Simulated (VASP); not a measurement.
# MgB2 (P6/mmm) in VASP: further runs

Runs on MgB2. Level: PBE. Tasks: relaxation of cell and atoms.

Program: VASP 6.6.1. These are calculated values, not measurements. Logs are shortened: lines on timing, memory, paths and dates and some standing lists are left out, and cuts for length are marked.

## Step 1: The structure

It takes space group P6/mmm (No. 191, hexagonal). Conventional cell: a = 3.085 Å, b = 3.085 Å, c = 3.523 Å, α = 90.00°, β = 90.00°, γ = 120.00°. Around Mg (site symmetry 6/mmm) lie 12 B at 2.51 Å. B (site symmetry -6m2) is surrounded by 3 B at 1.78 Å.

## Step 2: Relaxation of cell and atoms, PBE

Input file INCAR:

```
SYSTEM = MgB2
PREC     = Accurate       ! precision mode
ENCUT    = 520            ! plane-wave cutoff, eV
EDIFF    = 1E-7           ! SCF threshold, eV
ISMEAR   = 0              ! smearing method
SIGMA    = 0.02           ! smearing width, eV
LREAL    = .FALSE.        ! projectors in reciprocal space
LASPH    = .TRUE.         ! aspherical terms in the spheres
NELM     = 60             ! most SCF steps
ALGO     = Normal         ! electronic algorithm
ISIF     = 3              ! what is computed and relaxed
LWAVE    = .FALSE.        ! write WAVECAR
LCHARG   = .FALSE.        ! write CHGCAR
GGA      = PE             ! functional
IBRION   = 2              ! ionic algorithm
NSW      = 80             ! ionic steps
EDIFFG   = -0.002         ! ionic threshold
```

Input file KPOINTS:

```
regular mesh
0
G
  9 9 6
  0 0 0
```

Input file POSCAR:

```
MgB2
1.0
    3.0850000000      0.0000000000      0.0000000000
   -1.5425000000      2.6716883700      0.0000000000
    0.0000000000      0.0000000000      3.5230000000
Mg B
1 2
Direct
    0.0000000000      0.0000000000      0.0000000000
    0.3333333300      0.6666666700      0.5000000000
    0.6666666700      0.3333333300      0.5000000000
```

Potentials or basis: VASP PAW PBE potentials, release 64 (Mg, B).

Launch:

```bash
$ cat potpaw_PBE.64/Mg/POTCAR potpaw_PBE.64/B/POTCAR > POTCAR
$ mpirun -np 1 vasp_std > vasp.out
```

OUTCAR:

```text
SYSTEM = MgB2
   PREC = Accurate
   ENCUT = 520
   EDIFF = 1E-7
   ISMEAR = 0
   LREAL = .FALSE.
   LASPH = .TRUE.
   NELM = 60
   ISIF = 3
   GGA = PE
   IBRION = 2
   NSW = 80
   EDIFFG = -0.002

 ion  position               nearest neighbor table
   1  0.000  0.000  0.000-   2 2.51   3 2.51   2 2.51   3 2.51   2 2.51   2 2.51   3 2.51   3 2.51
                             3 2.51   3 2.51   2 2.51   2 2.51
   2  0.333  0.667  0.500-   3 1.78   3 1.78   3 1.78   1 2.51   1 2.51   1 2.51   1 2.51   1 2.51
                             1 2.51
   3  0.667  0.333  0.500-   2 1.78   2 1.78   2 1.78   1 2.51   1 2.51   1 2.51   1 2.51   1 2.51
                             1 2.51

  LATTYP: Found a hexagonal cell.
 ALAT       =     3.0850000000
 C/A-ratio  =     1.1419773096

  Lattice vectors:

 A1 = (   3.0850000000,   0.0000000000,   0.0000000000)
 A2 = (  -1.5425000000,   2.6716883700,   0.0000000000)
 A3 = (   0.0000000000,   0.0000000000,   3.5230000000)

Analysis of symmetry for initial positions (statically):
=====================================================================
 Subroutine PRICEL returns:
 Original cell was already a primitive cell.

 Routine SETGRP: Setting up the symmetry group for a
 hexagonal supercell.

 Subroutine GETGRP returns: Found 24 space group operations
 (whereof 24 operations were pure point group operations)
 out of a pool of 24 trial point group operations.

The static configuration has the point symmetry D_6h.

Analysis of symmetry for dynamics (positions and initial velocities):
=====================================================================
 Subroutine PRICEL returns:
 Original cell was already a primitive cell.

 Routine SETGRP: Setting up the symmetry group for a
 hexagonal supercell.

 Subroutine GETGRP returns: Found 24 space group operations
 (whereof 24 operations were pure point group operations)
 out of a pool of 24 trial point group operations.

The dynamic configuration has the point symmetry D_6h.

 Subroutine INISYM returns: Found 24 space group operations
 (whereof 24 operations are pure point group operations),
 and found     1 'primitive' translations

----------------------------------------------------------------------------------------

                                     Primitive cell

  volume of cell :      29.0371

  direct lattice vectors                    reciprocal lattice vectors
[... 102 lines left out ...]
   EMIN   =  10.00;   EMAX   =-10.00  energy-range for DOS
   EFERMI =   0.00;   METHOD = LEGACY
   ISMEAR =     0;   SIGMA  =   0.02  broadening in eV -4-tet -1-fermi 0-gaus
   EFERMI_NEDOS =   21; number of points for ismear=-14 and -15
   IALGO  =     38    algorithm
   IMIX   =      4    mixing-type and parameters
     AMIX     =   0.40;   BMIX     =  1.00
     AMIX_MAG =   1.60;   BMIX_MAG =  1.00
  volume/ion in A,a.u.               =       9.68        65.32
  Fermi-wavevector in a.u.,A,eV,Ry     =   1.065255  2.013040 15.439462  1.134768
  Thomas-Fermi vector in A             =   2.200801
   LORBIT       =      0    0 simple, 1 ext, 2 COOP (PROOUT), +10 PAW based schemes
   GGA     = PE    functional components
   LHFCALC =     F    Hartree Fock is set to
   AEXX    =    0.0000 exact exchange contribution
   IVDW    =     0    specifies the selected vdW correction
   LEPSILON=     F    determine dielectric tensor
   LRPA    =     F    only Hartree local field effects (RPA)
 conjugate gradient relaxation of ions
 non-spin polarized calculation
 Gauss-broadening in eV      SIGMA  =   0.02
  energy-cutoff  :      520.00
  volume of cell :       29.04
 maximum number of plane-waves:       806
 NGX is ok and might be reduce to    24
   NGX = 11   NGY = 11   NGZ = 13

--------------------------------------- Ionic step        1  -------------------------------------------

 number of electron       8.0000000 magnetization

 Free energy of the ion-electron system (eV)
  ---------------------------------------------------
  ext. energy  EPLUGINS =         0.00000000
  ---------------------------------------------------
  free energy    TOTEN  =       -15.32129611 eV

  energy without entropy =      -15.32095285  energy(sigma->0) =      -15.32112448

------------------------ aborting loop because EDIFF is reached ----------------------------------------

  FORCE on cell =-STRESS in cart. coord.  units (eV):
  Direction    XX          YY          ZZ          XY          YZ          ZX
  --------------------------------------------------------------------------------------
  -------------------------------------------------------------------------------------
  Total       -0.3381554     -0.3381554     -0.0365669     -0.0000000     -0.0000000     -0.0000000
  in kB      -18.6583531    -18.6583531     -2.0176457     -0.0000000     -0.0000000     -0.0000000
  external PRESSURE =     -13.1114506 kB  Pullay stress =       0.0000000 kB
[... 135 lines left out ...]
--------------------------------------- Ionic step        5  -------------------------------------------

 number of electron       8.0000000 magnetization

 Free energy of the ion-electron system (eV)
  ---------------------------------------------------
  ext. energy  EPLUGINS =         0.00000000
  ---------------------------------------------------
  free energy    TOTEN  =       -15.32256991 eV

  energy without entropy =      -15.32221820  energy(sigma->0) =      -15.32239405

 E-fermi :   5.2353     XC(G=0): -10.9421

 val. band max:        5.1971471501   @ k =   0.1111  -0.0000   0.0000
 cond. band min:       5.2374555355   @ k =   0.4444  -0.0000   0.3333
 fundamental gap:      0.0403083854
 Fermi energy:         5.2353250894

 k-point     1 :       0.0000    0.0000    0.0000
  band No.  band energies     occupation
      1      -7.1595      2.00000
      2       2.3239      2.00000
      3       5.6731      0.00000
      4       5.6731      0.00000
      5       6.9385      0.00000
      6      11.6648      0.00000
      7      11.6648      0.00000
      8      13.5211      0.00000
[... 243 lines left out ...]
 k-point    24 :       0.3333    0.3333    0.1667
  band No.  band energies     occupation
      1      -1.7990      2.00000
      2      -1.7990      2.00000
      3      -0.4273      2.00000
      4       5.7991      0.00000
      5       5.7991      0.00000
      6      11.6509      0.00000
      7      13.2481      0.00000
      8      13.2481      0.00000

 [... further k-points ...]
[... 5 lines left out ...]
  --------------------------------------------------------------------------------------
  -------------------------------------------------------------------------------------
  Total       -0.0053866     -0.0053866      0.0046842      0.0000000     -0.0000000      0.0000000
  in kB       -0.2994791     -0.2994791      0.2604267      0.0000000     -0.0000000      0.0000000
  external PRESSURE =      -0.1128438 kB  Pullay stress =       0.0000000 kB
[... 18 lines left out ...]
  FREE ENERGIE OF THE ION-ELECTRON SYSTEM (eV)
  ---------------------------------------------------
  free  energy   TOTEN  =       -15.3225699103 eV

  energy  without entropy=      -15.3222181969  energy(sigma->0) =      -15.32239405

 reached required accuracy - stopping structural energy minimisation
```

OSZICAR:

```text
N       E                     dE             d eps       ncg     rms          rms(c)
DAV:   1     0.491508183145E+01    0.49151E+01   -0.40719E+03   808   0.843E+02
DAV:   2    -0.166940073875E+02   -0.21609E+02   -0.20813E+02  1064   0.109E+02
DAV:   3    -0.170035394568E+02   -0.30953E+00   -0.30953E+00  1080   0.153E+01
[... 30 lines left out ...]
       N       E                     dE             d eps       ncg     rms          rms(c)
DAV:   1    -0.153225716082E+02   -0.35698E-05   -0.46281E-05  1008   0.534E-02    0.452E-03
DAV:   2    -0.153225702152E+02    0.13929E-05   -0.28862E-06  1016   0.105E-02    0.190E-03
DAV:   3    -0.153225699262E+02    0.28902E-06   -0.11011E-06   912   0.578E-03    0.369E-04
DAV:   4    -0.153225699103E+02    0.15936E-07   -0.20611E-08   464   0.126E-03
   5 F= -.15322570E+02 E0= -.15322394E+02  d E =-.196108E-05
```

Wall time 12 s (1 thread of Intel Xeon 6975P-C (Granite Rapids), shared host); peak memory 0.15 GiB.

Results:

```yaml
Free_energy: -15.3226 eV
Relaxed_volume: 9.61 Å³/atom
Relaxed_cell: a = 3.074 Å, b = 3.074 Å, c = 3.522 Å, α = 90.00°, β = 90.00°, γ = 120.00°
Space_group_after_relaxing_to_0.05_Å: P6/mmm (No. 191)
Energy_gained_by_relaxing: 0.4 meV/atom
Ionic_steps: 5
Pressure_after_relaxing: 0.0 GPa
Band_gap_on_the_k_mesh: none (metal or under the smearing width)
```

Step by step:
```
step  energy change (eV)  largest force (eV/Å)  pressure (GPa)  volume (Å³)
   1              0.0000                0.0000           -1.31        29.04
   2             -0.0010                0.0000            0.65        28.71
   3             -0.0013                0.0000            0.03        28.81
   4             -0.0013                0.0000            0.01        28.81
   5             -0.0013                0.0000           -0.01        28.82
```

Final structure:
```
Mg B
1.0
     3.07361    0.00000    0.00000
    -1.53680    2.66182    0.00000
     0.00000    0.00000    3.52235
Mg B
1 2
Direct
  0.00000 0.00000 0.00000
  0.33333 0.66667 0.50000
  0.66667 0.33333 0.50000
```

## Step 3: Relaxation of cell and atoms, PBE

This run uses another cell than the first one, of 9.61 Å³/atom, 0.992 times its volume.

INCAR is that of step 2.

KPOINTS is that of step 2.

Input file POSCAR:

```
MgB2                                    
1.0
    3.0736071209     -0.0000000000     -0.0000000000
   -1.5368035604      2.6618218473      0.0000000000
    0.0000000000      0.0000000000      3.5223497457
  Mg              B             
     1     2
Direct
     1.0000000000000000    1.0000000000000000    1.0000000000000000
     0.3333333300000021    0.6666666699999979    0.5000000000000000
     0.6666666699999979    0.3333333300000021    0.5000000000000000
```

Potentials or basis: VASP PAW PBE potentials, release 64 (Mg, B).

Launch:

```bash
$ cat potpaw_PBE.64/Mg/POTCAR potpaw_PBE.64/B/POTCAR > POTCAR
$ mpirun -np 1 vasp_std > vasp.out
```

Wall time 4.9 s (1 thread of Intel Xeon 6975P-C (Granite Rapids), shared host); peak memory 0.14 GiB.

It converged, with:

| Item | Value |
| --- | --- |
| Free energy | -15.3225 eV |
| Pressure after relaxing | 0.0 GPa |
| Band gap on the k mesh | none (metal or under the smearing width) |

Final structure:
```cif
data_structure
_symmetry_space_group_name_H-M 'P 1'
_symmetry_Int_Tables_number 1
_cell_length_a 3.0736
_cell_length_b 3.0736
_cell_length_c 3.5223
_cell_angle_alpha 90.000
_cell_angle_beta 90.000
_cell_angle_gamma 120.000
_cell_volume 28.82
loop_
_atom_site_label
_atom_site_type_symbol
_atom_site_fract_x
_atom_site_fract_y
_atom_site_fract_z
_atom_site_occupancy
Mg1 Mg 0.00000 0.00000 0.00000 1
B1 B 0.33333 0.66667 0.50000 1
B2 B 0.66667 0.33333 0.50000 1
```

Levels at points of the mesh, in eV from the Fermi level:
```tsv
k point	band 2	band 3	band 4	band 5	band 6	band 7
(0.00, 0.00, 0.00)	-2.91	0.44	0.44	1.70	6.43	6.43
(0.00, 0.00, 0.50)	-7.38	0.81	0.81	6.75	6.75	8.11
```

Caveat: the relaxation stopped at its first step, so nothing moved.
